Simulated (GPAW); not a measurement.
Runs of GPAW 26.7.0 on Al. The structure is hexagonal, space group P6_3/mmc (No. 194). The conventional cell has a = 2.827 Å, b = 2.827 Å, c = 9.186 Å, α = 90.00°, β = 90.00°, γ = 120.00°. Around Al (site symmetry -6m2) lie 12 Al at 2.82 to 2.83 Å. Around Al (site symmetry -3m) lie 12 Al at 2.82 to 2.83 Å. This isn't the form of Al at room conditions, which is fcc.

```tsv
level	gap on the mesh (eV)	pressure (GPa)	relaxed volume (Å³/atom)
PBEsol+D3(BJ)	none	0.1	(a)
PBEsol+D3	none	0.1	(b)
PBEsol+D3(BJ)+ATM	none	0.2	15.66
PBEsol	none	0.0	16.25
PBEsol+D4	none	0.2	15.85
```

Alike in all rows: task relaxation of cell and atoms; potentials or basis PAW data sets generated in the run's folder for this functional, pw; no spin polarisation; cell relaxed; k mesh 9 × 9 × 3; cutoff (eV) 600; smearing fermi-dirac 0.05 eV.

**Question.** Fill in the values left out.

**Answer.** (a) 15.61; (b) 15.92.

Caveats: later steps reuse the first step's grids; pairwise dispersion overbinds metals, which lowers pressure and volume (some runs).

A gap of «none» marks a metal or a gap under the smearing width.
